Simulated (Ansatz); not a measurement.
# InP (zincblende type): the cost of one run

Computed with Ansatz 0.2.0 (DFT PBEsol, with the methods named in each step, unless a step's input says otherwise).

## (1) The system as given

It takes space group F-43m (No. 216, cubic). Conventional cell: a = 5.937 Å, b = 5.937 Å, c = 5.937 Å, α = 90.00°, β = 90.00°, γ = 90.00°. In (site symmetry -43m) is surrounded by 4 P at 2.57 Å. Around P (site symmetry -43m) lie 4 In at 2.57 Å.

Coordinates:

```cif
data_structure
_symmetry_space_group_name_H-M 'F-43m'
_symmetry_Int_Tables_number 216
_cell_length_a 5.9370
_cell_length_b 5.9370
_cell_length_c 5.9370
_cell_angle_alpha 90.000
_cell_angle_beta 90.000
_cell_angle_gamma 90.000
_cell_volume 209.27
loop_
_atom_site_label
_atom_site_type_symbol
_atom_site_symmetry_multiplicity
_atom_site_Wyckoff_symbol
_atom_site_fract_x
_atom_site_fract_y
_atom_site_fract_z
_atom_site_occupancy
In1 In 4 a 0.00000 0.00000 0.00000 1
P1 P 4 d 0.25000 0.25000 0.75000 1
```

The file gives the conventional cell by its symmetry; the runs use the cell typed in the input.

Whether this phase is the stable one at these pressures isn't tested.

Atoms are numbered in the order of the input: In1, P2.

## (2) Cell relaxed at zero pressure, PAW

input.yaml reads:

```yaml
crystal:
  lattice:
    - [0.0, 2.9685087443, 2.9685087443]
    - [2.9685087443, 0.0, 2.9685087443]
    - [2.9685087443, 2.9685087443, 0.0]
  atoms:
    - { symbol: In, position: [0.0, 0.0, 0.0] }
    - { symbol: P, position: [0.25, 0.25, 0.25] }
kpoints:
  mp_grid: { grid: [12, 12, 12] }
scf:
  occupations: { method: fermi_dirac, width: 0.1 }
hamiltonian:
  xc: pbesol
  pseudopotentials: { kind: paw }
output:
  forces: true
  stress: true
relax:
  f_tol: 0.005
  max_steps: 40
  cell: {}
```

Command:

```
$ ansatz run input.yaml --threads 1 --pin off --max-ram 2048MiB --backend cpu --events-out ev --progress --plain --runs-dir out
```

What time and memory should one allow on 1 thread of Arm Neoverse N1, shared host?

About 29 s, with a peak of 0.37 GiB.
